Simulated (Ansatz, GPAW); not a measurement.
This is a calculation of Mg (Magnesium) for Ansatz 0.2.0. 

File input.yaml:

```yaml
crystal:
  lattice:
    - [3.2093, 0.0, 0.0]
    - [-1.60465, 2.7793353284, 0.0]
    - [0.0, 0.0, 5.2103]
  atoms:
    - { symbol: Mg, position: [0.6666666667, 0.3333333333, 0.75] }
    - { symbol: Mg, position: [0.3333333333, 0.6666666667, 0.25] }
kpoints:
  mp_grid: { grid: [10, 10, 5] }
scf:
  occupations: { method: gaussian, width: 0.023 }
hamiltonian:
  xc: pbe
  pseudopotentials: { kind: all_electron, lapw: { basis_error: 0.001 } }
output:
  forces: true
  stress: true
  eigenvalues: true
```

Potentials or basis: all-electron LAPW, scalar-relativistic.

Run with:

```sh
$ ansatz run input.yaml --threads 1 --pin off --max-ram 3072MiB --backend cpu --events-out ev --progress --plain --runs-dir out
```

Q: Translate it to GPAW 26.7.0 (ASE script). Potentials or basis there: GPAW PAW data sets (gpaw-data 1.2.1), cutoff 800 eV.

A: As run (cutoffs and basis follow the program's own potentials, and thresholds, step limits or extra output files can differ):

File run.py:

```python
from ase.dft.bandgap import bandgap
from ase.io import read, write
from ase.units import Bohr, GPa
from gpaw import GPAW, PW
from gpaw.elf import elf_from_dft_calculation

atoms = read('Mg.xyz')

calc = GPAW(mode=PW(800),
            xc='PBE',
            kpts={'size': (10, 10, 5), 'gamma': True},
            occupations={'name': 'methfessel-paxton', 'order': 0, 'width': 0.023},
            nbands=19,
            convergence={'density': 1e-05, 'energy': 1e-05},
            maxiter=150,
            txt='gpaw.txt')
atoms.calc = calc
energy = atoms.get_potential_energy()
forces = atoms.get_forces()
stress = atoms.get_stress()
calc.write('gs.gpw')
write('result.traj', atoms)
print(f'Energy: {energy:.6f} eV')
print('Forces (eV/A):')
print(forces.round(4))
print('Stress (GPa):', (stress / GPa).round(3))
print('Fermi level:', round(calc.get_fermi_level(), 4), 'eV')
print(f'Gap: {bandgap(calc)[0]:.4f} eV, direct: {bandgap(calc, direct=True)[0]:.4f} eV')

# fields on the real-space grid
write('density.cube', atoms, data=calc.get_pseudo_density() * Bohr**3)
write('potential.cube', atoms, data=calc.get_electrostatic_potential())
write('elf.cube', atoms, data=elf_from_dft_calculation(calc).data)
```

The input Mg.xyz:

```xyz
2
Lattice="3.2093000000 0.0000000000 0.0000000000 -1.6046500000 2.7793353284 0.0000000000 0.0000000000 0.0000000000 5.2103000000" Properties=species:S:1:pos:R:3 pbc="T T T"
Mg     1.6046500002      0.9264451094      3.9077250000
Mg    -0.0000000002      1.8528902190      1.3025750000
```

Potentials or basis: GPAW PAW data sets (gpaw-data 1.2.1), pw.

The run is started by

```sh
$ OMP_NUM_THREADS=1 python run.py
```

Both were run:

|  | Ansatz | GPAW |
| --- | --- | --- |
| Pressure | -0.5 GPa | -0.5 GPa |

Where Ansatz's input types no cutoff or centring, it takes its own default and a Γ-centred mesh.

Pressure is positive in compression.
